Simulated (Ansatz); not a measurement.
**SiRu: equation of state with PBEsol**

Crystal: SiRu.

```
Ru Si
1.0
     4.70860    0.00000    0.00000
     0.00000    4.70860    0.00000
     0.00000    0.00000    4.70860
Ru Si
4 4
Direct
  0.12941 0.12941 0.12941
  0.37059 0.87059 0.62941
  0.62941 0.37059 0.87059
  0.87059 0.62941 0.37059
  0.83758 0.83758 0.83758
  0.66242 0.16242 0.33758
  0.33758 0.66242 0.16242
  0.16242 0.33758 0.66242
```

The cell comes from a database or a generator and needn't be the stable form of this composition.

| Property | Result |
| --- | --- |
| Program | Ansatz 0.2.0 |
| Task | equation of state |
| Functional | PBEsol |
| Potentials or basis | Ansatz PAW |
| Cutoff | 420 eV |
| Density cutoff | 1680 eV |
| k mesh | 6 × 6 × 6 |
| Occupations | fermi-dirac, width 0.05 eV |
| Spin | no spin polarisation |

* Equilibrium volume: 12.93 Å³/atom
* Bulk modulus at fixed shape and positions: 263 GPa
* Pressure derivative of the bulk modulus: 4.6

Energy against volume, from the lowest point:
```tsv
volume (Å³/atom)	energy (meV/atom)
12.266	29.48
12.527	9.75
12.788	0.28
13.049	0.00
13.310	7.93
13.571	23.18
13.832	44.97
```

All runs of the series together: 24 s on 4 threads of Arm Neoverse V1, with other jobs on the host.

Caveat: the cell was scaled at fixed shape and fractional positions, which overstates the stiffness of a crystal with free parameters, most of all of layers and chains.
